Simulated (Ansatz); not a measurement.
## Elastic constants of Si (Fd-3m) under pressure

```
CELL_PARAMETERS angstrom
0.00000 2.71681 2.71681
2.71681 0.00000 2.71681
2.71681 2.71681 0.00000
ATOMIC_POSITIONS crystal
Si 0.25000 0.25000 0.25000
Si 0.00000 0.00000 0.00000
```

This is the zero-pressure cell. At each pressure cell and atoms are relaxed in this structure, and the constants are slopes of the stress at strains of ±0.005 with relaxed ions (the coefficients that govern stability under load). Level: PBEsol, PAW on Ansatz 0.2.0's default frozen-core files (fitted under PBE), scalar-relativistic; k mesh 8×8×8, strains of ±0.005, fixed occupations, cutoff 420 eV. P is the pressure of the relaxed cell, less that of this one.

```csv
P (GPa),V/V₀,C11 (GPa),C12 (GPa),C44 (GPa)
0.00,1.0000,156.7,62.5,73.6
0.99,0.9897,160.9,66.7,74.2
2.00,?,?,?,?
4.02,0.9614,172.9,79.3,75.5
6.97,0.9373,184.0,91.2,76.2
9.97,0.9156,194.7,103.0,76.3
14.99,0.8839,211.5,122.3,75.7
```

Task: Does the bulk modulus from the constants agree with the pressure-volume curve?

Result: A third-order Birch-Murnaghan fit to the volumes shown (F against f, f = [(V₀/V)^(2/3) − 1]/2) gives B₀ = 94.1 GPa and B′ = 4.1. Its −V dP/dV stands beside (C11 + 2C12)/3:

```
P (GPa)  from P(V)  from the constants
   0.00       94.1                93.9
   0.99       98.1                98.1
   4.02      110.4               110.5
   6.97      122.0               122.1
   9.97      133.6               133.6
  14.99      152.7               152.1
```

Task: What are the pressure derivatives at zero pressure?

Result: Slopes at V₀ of quadratic fits in −ln(V/V₀) through the first four rows shown, divided by B₀: dC11/dP = 4.2, dC12/dP = 4.2, dC44/dP = 0.7. The mean slopes up to 4.0 GPa are 4.0, 4.2, 0.5; curvature and scatter of the constants part the two. The combination (dC11/dP + 2 dC12/dP)/3 = 4.2 stands against B′.

Task: Fill the row at 2.00 GPa.

Result: Cubic fits in −ln(V/V₀) through all rows shown give C11 = 165.0, C12 = 70.9, C44 = 74.7 GPa. Computed: V/V₀ = 0.9798, C11 (GPa) = 165.0, C12 (GPa) = 71.0, C44 (GPa) = 74.7.

Task: Does a shear stiffness soften?

Result: C44 goes from 73.6 to 75.7 GPa, through a maximum of 76.3 near 10 GPa; (C11 − C12)/2 goes from 47.1 to 44.6 GPa. (C11 − C12)/2 softens under pressure, though the lattice stays mechanically stable over this range.

Keep in mind: no other phase was computed; many crystals of this kind change structure within this range, and rows or crossings beyond such a change describe a metastable lattice; frozen-core PAW files fitted under PBE, their cores solved anew for the functional of the run; phonons weren't checked at these pressures.
